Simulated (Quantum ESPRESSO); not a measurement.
## Habitual settings against a tight run: CsCl (Pm-3m, 2 atoms in the cell)

Self-consistent single point.

```yaml
crystal:
  lattice:
    - [4.11635, 0.00000, 0.00000]
    - [0.00000, 4.11635, 0.00000]
    - [0.00000, 0.00000, 4.11635]
  atoms:
    - { symbol: Cs, position: [0.00000, 0.00000, 0.00000] }
    - { symbol: Cl, position: [0.50000, 0.50000, 0.50000] }
```

Method: PBE, SSSP 1.1.2 efficiency (PBE) pseudopotentials (plane waves; Quantum ESPRESSO).

Base settings: ecutwfc = 40 Ry; ecutrho = 320 Ry; occupations = smearing; smearing = gaussian; degauss = 0.0036749 Ry; potentials = {Cs: Cs_pbe_v1.uspp.F.UPF, Cl: cl_pbe_v1.4.uspp.F.UPF}; K_POINTS = automatic 6 6 6 0 0 0; conv_thr = 1e-08 Ry; mixing_beta = 0.7.

Tight run (finer mesh or higher cutoff; not a proven limit): ecutwfc: 40 Ry → 56 Ry; ecutrho: 320 Ry → 448 Ry; conv_thr: 1e-08 Ry → 7.3e-11 Ry; K_POINTS: automatic 6 6 6 0 0 0 → automatic 9 9 9 0 0 0. It gave top of the valence band (on the code's own zero) 3.08 eV; gap on the k-point mesh 5.30 eV; pressure 1.03 GPa.

Quick runs, as changes from the base:
- A: the base itself
- B: ecutwfc: 40 Ry → 24 Ry; ecutrho: 320 Ry → 120 Ry; degauss: 0.0036749 Ry → 0.0147 Ry; pseudopotentials: {Cs: Cs_pbe_v1.uspp.F.UPF, Cl: cl_pbe_v1.4.uspp.F.UPF} → {Cs: cs_lda_v1.uspp.F.UPF, Cl: cl_lda_v1.4.uspp.F.UPF}; K_POINTS: automatic 6 6 6 0 0 0 → automatic 1 1 1 0 0 0 [LDA (PZ)]
- C: ecutwfc: 40 Ry → 28 Ry; ecutrho: 320 Ry → 140 Ry; conv_thr: 1e-08 Ry → 7.3e-05 Ry; pseudopotentials: {Cs: Cs_pbe_v1.uspp.F.UPF, Cl: cl_pbe_v1.4.uspp.F.UPF} → {Cs: cs_lda_v1.uspp.F.UPF, Cl: cl_lda_v1.4.uspp.F.UPF}; K_POINTS: automatic 6 6 6 0 0 0 → automatic 8 8 8 0 0 0 [LDA (PZ)]
- D: ecutwfc: 40 Ry → 24 Ry; ecutrho: 320 Ry → 192 Ry; K_POINTS: automatic 6 6 6 0 0 0 → automatic 3 3 3 0 0 0
- E: ecutwfc: 40 Ry → 32 Ry; ecutrho: 320 Ry → 256 Ry
- F: ecutwfc: 40 Ry → 28 Ry; ecutrho: 320 Ry → 140 Ry; smearing: gaussian → fermi-dirac; degauss: 0.0036749 Ry → 0.036749 Ry; conv_thr: 1e-08 Ry → 7.3e-06 Ry; pseudopotentials: {Cs: Cs_pbe_v1.uspp.F.UPF, Cl: cl_pbe_v1.4.uspp.F.UPF} → {Cs: cs_lda_v1.uspp.F.UPF, Cl: cl_lda_v1.4.uspp.F.UPF}; K_POINTS: automatic 6 6 6 0 0 0 → automatic 4 4 4 0 0 0 [LDA (PZ)]

Energies are extrapolated to zero smearing width, which holds to low order in the width alone (under cold and Methfessel-Paxton smearing the free energy itself is taken).

Dashes: energy of B, C, F, another energy zero; gap of B, left out as unsure on this mesh or at this smearing.

Gaps are read on each run's own mesh, which may miss the band edges.

† marks runs with another functional, U, potentials or spin treatment: their distance from the tight run is not a convergence error alone.

The count of work is k-points × plane waves × bands × iterations; it is no time. 

The starting cell comes from a database of computed structures (which also holds hypothetical and non-ambient phases and stackings), without a prior relaxation at this level. Its lattice was rescaled by a random factor within 2.5 % of one.

| run | energy less tight (meV/atom) | pressure less tight (GPa) | gap on the mesh less tight (eV) | count of work / tight |
|---|---|---|---|---|
| A | 1.0 | 0.00 | 0.000 | 0.24 |
| B† | – | 17.30 | – | 0.0063 |
| C† | – | -3.36 | -0.418 | 0.14 |
| D | 35.1 | -0.54 | 0.004 | 0.022 |
| E | 3.4 | -0.09 | 0.001 | 0.20 |
| F† | – | -3.35 | -0.416 | 0.051 |

Among the runs at the tight run's level, the energy misses run from 1.0 to 35.1 meV/atom.

Left out of this page: 1 run of the series outside the window shown, repeating another row's setting, or not comparable.
